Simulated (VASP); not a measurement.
Wanted: the native input for a VASP 6.6.1 run.

```
Task                   : relaxation of cell and atoms
Functional             : PBEsol
Potentials or basis    : VASP PAW PBE potentials, release 64 (Ba_sv)
Cutoff                 : 600 eV
k mesh                 : 12 × 12 × 12
Occupations            : gaussian, width 0.1 eV
Spin                   : no spin polarisation
Dipole correction      : no
Further INCAR settings : ALGO = Normal; EDIFF = 1e-07; IBRION = 2; EDIFFG = -0.005; NSW = 100; ISIF = 3
```

The structure of Ba lies in POSCAR:

```
Ba
1.0
    0.0000000000      3.0814483581      3.0814483581
    3.0814483581      0.0000000000      3.0814483581
    3.0814483581      3.0814483581      0.0000000000
Ba
1
Direct
    0.0000000000      0.0000000000      0.0000000000
```

This isn't the form of Ba at room conditions, which is bcc.

One way to write it, as run:

INCAR

```
PREC     = Accurate       # precision mode
ENCUT    = 600            # plane-wave cutoff, eV
EDIFF    = 1E-7           # SCF threshold, eV
ISMEAR   = 0              # smearing method
SIGMA    = 0.1            # smearing width, eV
LREAL    = F              # projectors in reciprocal space
LASPH    = T              # aspherical terms in the spheres
NELM     = 100            # most SCF steps
ALGO     = Normal         # electronic algorithm
ISIF     = 3              # what is computed and relaxed
LWAVE    = F              # write WAVECAR
LCHARG   = F              # write CHGCAR
GGA      = PS             # functional
IBRION   = 2              # ionic algorithm
NSW      = 100            # ionic steps
EDIFFG   = -0.005         # ionic threshold
```

KPOINTS

```
Automatic mesh
0
Gamma
  12 12 12
```

Potentials or basis: VASP PAW PBE potentials, release 64 (Ba_sv).

Launch:

```sh
$ cat potpaw_PBE.64/Ba_sv/POTCAR > POTCAR
$ mpirun -np 1 vasp_std > vasp.out
```

It gave:

The relaxed volume is 58.75 Å³/atom. The relaxed cell is a = 4.363 Å, b = 4.363 Å, c = 4.363 Å, α = 60.00°, β = 60.00°, γ = 60.00° and the space group after relaxing (to 0.05 Å) is Fm-3m (No. 225). The energy gained by relaxing is 0.1 meV/atom. The ionic steps are 2 and the pressure after relaxing is 0.0 GPa. The band gap on the k mesh is none (metal or under the smearing width).

Caveat: the PAW data sets were made with another functional, which shifts forces and pressure a little.

It took 27 s on 1 thread of Intel(R) Xeon(R) 6975P-C (Granite Rapids) (shared host), peak memory 0.23 GiB.
